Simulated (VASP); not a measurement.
# SnSe (Fmmm) in VASP: further runs

The runs below take SnSe through single point, with LDA.

All numbers are computed with VASP 6.6.1; they aren't measurements. Logs are shortened: lines on timing, memory, paths and dates and some standing lists are left out, and cuts for length are marked.

## 1. The cell of the first run

It takes space group Fmmm (No. 69, orthorhombic). Conventional cell: a = 5.960 Å, b = 6.020 Å, c = 6.080 Å, α = 90.00°, β = 90.00°, γ = 90.00°. Sn (site symmetry mmm) has 6 Se at 2.98 to 3.04 Å as nearest neighbours. Around Se (site symmetry mmm) lie 6 Sn at 2.98 to 3.04 Å.

## 2. Single point, LDA (strain +0.0100 x Voigt [1, -1, 0, 0, 0, 0], atoms carried along)

Contents of INCAR:

```
  ALGO = Normal
  EDIFF = 1E-6
  ENCUT = 520
  ISIF = 2
  ISMEAR = 0
  LASPH = T
  LCHARG = F
  LREAL = F
  LWAVE = F
  NBANDS = 17
  NELM = 100
  PREC = Accurate
  SIGMA = 0.05
```

Contents of KPOINTS:

```
k-points
0
Gamma
  8 8 8
```

Contents of POSCAR:

```
SnSe
1.0
    0.0000000000      2.9799000000      3.0100000000
    3.0401000000      0.0000000000      3.0100000000
    3.0401000000      2.9799000000      0.0000000000
Sn Se
1 1
Direct
    0.0000000000      0.0000000000      0.0000000000
    0.5000000000      0.5000000000      0.5000000000
```

Potentials or basis: VASP PAW LDA potentials, release 64 (Sn_d, Se).

Command:

```bash
$ cat potpaw_LDA.64/Sn_d/POTCAR potpaw_LDA.64/Se/POTCAR > POTCAR
$ mpirun -np 1 vasp_std > vasp.out
```

OUTCAR:

```text
EDIFF = 1E-6
   ENCUT = 520
   ISIF = 2
   ISMEAR = 0
   LASPH = T
   LREAL = F
   NELM = 100
   PREC = Accurate

 ion  position               nearest neighbor table
   1  0.000  0.000  0.000-   2 2.98   2 2.98   2 3.01   2 3.01   2 3.04   2 3.04
   2  0.500  0.500  0.500-   1 2.98   1 2.98   1 3.01   1 3.01   1 3.04   1 3.04

  LATTYP: Found a face centered orthorhombic cell.
 ALAT       =     5.9598000000
 B/A-ratio  =     1.0101010101
 C/A-ratio  =     1.0202020202

  Lattice vectors:

 A1 = (  -3.0401000000,   0.0000000000,  -3.0100000000)
 A2 = (  -3.0401000000,   2.9799000000,   0.0000000000)
 A3 = (   0.0000000000,   2.9799000000,  -3.0100000000)

Analysis of symmetry for initial positions (statically):
=====================================================================
 Subroutine PRICEL returns:
 Original cell was already a primitive cell.

 Routine SETGRP: Setting up the symmetry group for a
 face centered orthorhombic supercell.

 Subroutine GETGRP returns: Found  8 space group operations
 (whereof  8 operations were pure point group operations)
 out of a pool of  8 trial point group operations.

The static configuration has the point symmetry D_2h.

Analysis of symmetry for dynamics (positions and initial velocities):
=====================================================================
 Subroutine PRICEL returns:
 Original cell was already a primitive cell.

 Routine SETGRP: Setting up the symmetry group for a
 face centered orthorhombic supercell.

 Subroutine GETGRP returns: Found  8 space group operations
 (whereof  8 operations were pure point group operations)
 out of a pool of  8 trial point group operations.

The dynamic configuration has the point symmetry D_2h.

 Subroutine INISYM returns: Found  8 space group operations
 (whereof  8 operations are pure point group operations),
 and found     1 'primitive' translations

----------------------------------------------------------------------------------------

                                     Primitive cell

  volume of cell :      54.5363

  direct lattice vectors                    reciprocal lattice vectors
     0.000000000  2.979900000  3.010000000    -0.164468274  0.167790865  0.166112957
     3.040100000  0.000000000  3.010000000     0.164468274 -0.167790865  0.166112957
     3.040100000  2.979900000  0.000000000     0.164468274  0.167790865 -0.166112957

  length of vectors
     4.235552385  4.278119682  4.256995657     0.287744856  0.287744856  0.287744856

  position of ions in fractional coordinates (direct lattice)
     0.000000000  0.000000000  0.000000000
     0.500000000  0.500000000  0.500000000

  ion indices of the primitive-cell ions
   primitive index   ion index
                 1           1
                 2           2

----------------------------------------------------------------------------------------

 KPOINTS: k-points

Automatic generation of k-mesh.
 Grid dimensions read from file:
 generate k-points for:    8    8    8

 Generating k-lattice:

  Cartesian coordinates                     Fractional coordinates (reciprocal lattice)
    -0.020558534  0.020973858  0.020764120     0.125000000  0.000000000 -0.000000000
     0.020558534 -0.020973858  0.020764120     0.000000000  0.125000000  0.000000000
     0.020558534  0.020973858 -0.020764120    -0.000000000  0.000000000  0.125000000

  Length of vectors
     0.035968107  0.035968107  0.035968107

  Shift w.r.t. Gamma in fractional coordinates (k-lattice)
     0.000000000  0.000000000  0.000000000

 Subroutine IBZKPT returns following result:
 ===========================================

 Found     95 irreducible k-points:

 Following reciprocal coordinates:
            Coordinates               Weight
  0.000000  0.000000  0.000000      1.000000
  0.125000  0.000000  0.000000      8.000000
  0.250000  0.000000  0.000000      8.000000
  0.375000  0.000000  0.000000      8.000000
  0.500000  0.000000  0.000000      4.000000
  0.125000  0.125000  0.000000      2.000000
[... 16 lines left out ...]
  0.250000  0.000000  0.125000      8.000000
  0.375000  0.000000  0.125000      8.000000
 [... further k-points ...]
   k-points           NKPTS =     95   k-points in BZ     NKDIM =     95   number of bands    NBANDS=     17
   number of dos      NEDOS =    301   number of ions     NIONS =      2
   total plane-waves  NPLWV =  32768
   dimension x,y,z NGX =    32 NGY =   32 NGZ =   32
   dimension x,y,z NGXF=    64 NGYF=   64 NGZF=   64
   ions per type =               1   1
   NGX,Y,Z   is equivalent  to a cutoff of  12.56, 12.44, 12.50 a.u.
   NGXF,Y,Z  is equivalent  to a cutoff of  25.12, 24.87, 24.99 a.u.
 SYSTEM =  unknown system
   PREC   = accura    normal or accurate (medium, high low for compatibility)
   ISTART =      0    job   : 0-new  1-cont  2-samecut
   ICHARG =      2    charge: 1-file 2-atom 10-const
   ISPIN  =      1    spin polarized calculation?
   LNONCOLLINEAR =      F non collinear calculations
   LSORBIT =      F    spin-orbit coupling
   LASPH  =      T    aspherical Exc in radial PAW
   ENCUT  =  520.0 eV  38.22 Ry    6.18 a.u.   7.88  7.95  7.92*2*pi/ulx,y,z
   NELM   =    100;   NELMIN=  2; NELMDL= -5     # of ELM steps
   EDIFF  = 0.1E-05   stopping-criterion for ELM
   LREAL  =      F    real-space projection
   EDIFFG = 0.1E-04   stopping-criterion for IOM
   NSW    =      0    number of steps for IOM
   IBRION =     -1    ionic relax: 0-MD 1-quasi-New 2-CG
   NFREE  =      0    steps in history (QN), initial steepest desc. (CG)
   ISIF   =      2    stress and relaxation
   ISYM   =      2    0-nonsym 1-usesym 2-fastsym
   POTIM  = 0.5000    time-step for ionic-motion
   TEBEG  =    0.0;   TEEND  =   0.0 temperature during run
   PSTRESS=    0.0 pullay stress
   NELECT =      20.0000    total number of electrons
   NUPDOWN=      -1.0000    fix difference up-down
   EMIN   =  10.00;   EMAX   =-10.00  energy-range for DOS
   EFERMI =   0.00;   METHOD = LEGACY
   ISMEAR =     0;   SIGMA  =   0.05  broadening in eV -4-tet -1-fermi 0-gaus
   EFERMI_NEDOS =   21; number of points for ismear=-14 and -15
   IALGO  =     38    algorithm
   IMIX   =      4    mixing-type and parameters
     AMIX     =   0.40;   BMIX     =  1.00
     AMIX_MAG =   1.60;   BMIX_MAG =  1.00
  volume/ion in A,a.u.               =      27.27       184.01
  Fermi-wavevector in a.u.,A,eV,Ry     =   1.171807  2.214394 18.682595  1.373132
  Thomas-Fermi vector in A             =   2.308245
   LORBIT       =      0    0 simple, 1 ext, 2 COOP (PROOUT), +10 PAW based schemes
   GGA     = CA    functional components
   LHFCALC =     F    Hartree Fock is set to
   AEXX    =    0.0000 exact exchange contribution
   IVDW    =     0    specifies the selected vdW correction
   LEPSILON=     F    determine dielectric tensor
   LRPA    =     F    only Hartree local field effects (RPA)
 non-spin polarized calculation
 Gauss-broadening in eV      SIGMA  =   0.05
  energy-cutoff  :      520.00
  volume of cell :       54.54
 maximum number of plane-waves:      1483
   NGX = 15   NGY = 15   NGZ = 15

 number of electron      20.0000005 magnetization

 Free energy of the ion-electron system (eV)
  ---------------------------------------------------
  ext. energy  EPLUGINS =         0.00000000
  ---------------------------------------------------
  free energy    TOTEN  =        -9.47123549 eV

  energy without entropy =       -9.47123549  energy(sigma->0) =       -9.47123549

 E-fermi :   5.5456     XC(G=0):  -9.8825

 val. band max:        5.3248408599   @ k =   0.5000   0.0000   0.0000
 cond. band min:       5.9625026813   @ k =   0.5000   0.0000   0.0000
 fundamental gap:      0.6376618213
 Fermi energy:         5.5455866407

 k-point     1 :       0.0000    0.0000    0.0000
  band No.  band energies     occupation
      1     -16.0759      2.00000
      2     -16.0728      2.00000
      3     -16.0701      2.00000
      4     -16.0685      2.00000
      5     -16.0673      2.00000
      6      -8.4467      2.00000
[... 9 lines left out ...]
     16      11.3630      0.00000
     17      13.4701      0.00000

 k-point     2 :       0.1250    0.0000    0.0000
  band No.  band energies     occupation
      1     -16.0765      2.00000
      2     -16.0722      2.00000
      3     -16.0698      2.00000
      4     -16.0682      2.00000
      5     -16.0659      2.00000
      6      -8.3371      2.00000
[... 9 lines left out ...]
     16      11.6902      0.00000
     17      14.4520      0.00000

 k-point     3 :       0.2500    0.0000    0.0000
  band No.  band energies     occupation
      1     -16.0787      2.00000
      2     -16.0737      2.00000
      3     -16.0695      2.00000
      4     -16.0643      2.00000
      5     -16.0618      2.00000
      6      -8.0416      2.00000
[... 9 lines left out ...]
     16      12.6259      0.00000
     17      16.4776      0.00000

 k-point     4 :       0.3750    0.0000    0.0000
  band No.  band energies     occupation
      1     -16.0813      2.00000
      2     -16.0765      2.00000
      3     -16.0686      2.00000
      4     -16.0600      2.00000
      5     -16.0572      2.00000
      6      -7.6841      2.00000
[... 9 lines left out ...]
     16      14.1107      0.00000
     17      16.7379      0.00000
[... 343 lines left out ...]
      1     -16.0751      2.00000
      2     -16.0739      2.00000
      3     -16.0710      2.00000
      4     -16.0675      2.00000
      5     -16.0645      2.00000
      6      -8.2963      2.00000
[... 9 lines left out ...]
     16      12.3376      0.00000
     17      13.6944      0.00000

 k-point    23 :       0.2500    0.0000    0.1250
  band No.  band energies     occupation
      1     -16.0767      2.00000
      2     -16.0739      2.00000
      3     -16.0732      2.00000
      4     -16.0641      2.00000
      5     -16.0608      2.00000
      6      -8.0584      2.00000
[... 9 lines left out ...]
     16      13.3106      0.00000
     17      14.9244      0.00000

 k-point    24 :       0.3750    0.0000    0.1250
  band No.  band energies     occupation
      1     -16.0798      2.00000
      2     -16.0765      2.00000
      3     -16.0713      2.00000
      4     -16.0607      2.00000
      5     -16.0564      2.00000
      6      -7.7148      2.00000
[... 9 lines left out ...]
     16      14.7366      0.00000
     17      16.6210      0.00000

 [... further k-points ...]

------------------------ aborting loop because EDIFF is reached ----------------------------------------

  FORCE on cell =-STRESS in cart. coord.  units (eV):
  Direction    XX          YY          ZZ          XY          YZ          ZX
  --------------------------------------------------------------------------------------
  -------------------------------------------------------------------------------------
  Total       -1.4615954     -0.7158108     -1.1116749      0.0000000     -0.0000000      0.0000000
  in kB      -42.9389774    -21.0292012    -32.6589579      0.0000000     -0.0000000      0.0000000
  external PRESSURE =     -32.2090455 kB  Pullay stress =       0.0000000 kB

 VOLUME and BASIS-vectors are now :
 -----------------------------------------------------------------------------
  energy-cutoff  :      520.00
  volume of cell :       54.54
      direct lattice vectors                 reciprocal lattice vectors
     0.000000000  2.979900000  3.010000000    -0.164468274  0.167790865  0.166112957
     3.040100000  0.000000000  3.010000000     0.164468274 -0.167790865  0.166112957
     3.040100000  2.979900000  0.000000000     0.164468274  0.167790865 -0.166112957

 POSITION                                       TOTAL-FORCE (eV/Angst)
 -----------------------------------------------------------------------------------
      0.00000      0.00000      0.00000         0.000000     -0.000000     -0.000000
      3.04010      2.97990      3.01000        -0.000000      0.000000      0.000000
 -----------------------------------------------------------------------------------
    total drift:                                0.000000     -0.000000     -0.000000

  FREE ENERGIE OF THE ION-ELECTRON SYSTEM (eV)
  ---------------------------------------------------
  free  energy   TOTEN  =        -9.4712354914 eV

  energy  without entropy=       -9.4712354914  energy(sigma->0) =       -9.47123549
```

It took 52 s on 1 thread of AMD EPYC 7R13 (Zen 3), shared host; peak memory 0.19 GiB.

What came out:

```yaml
Free_energy: -9.4712 eV
Pressure: -3.2 GPa
Band_gap_on_the_k_mesh: 0.64 eV, direct
```

Caveat: spin-orbit coupling is left out, which moves the levels of the heavy elements. A k mesh can miss the band edges.

[end of part 1 of 2]
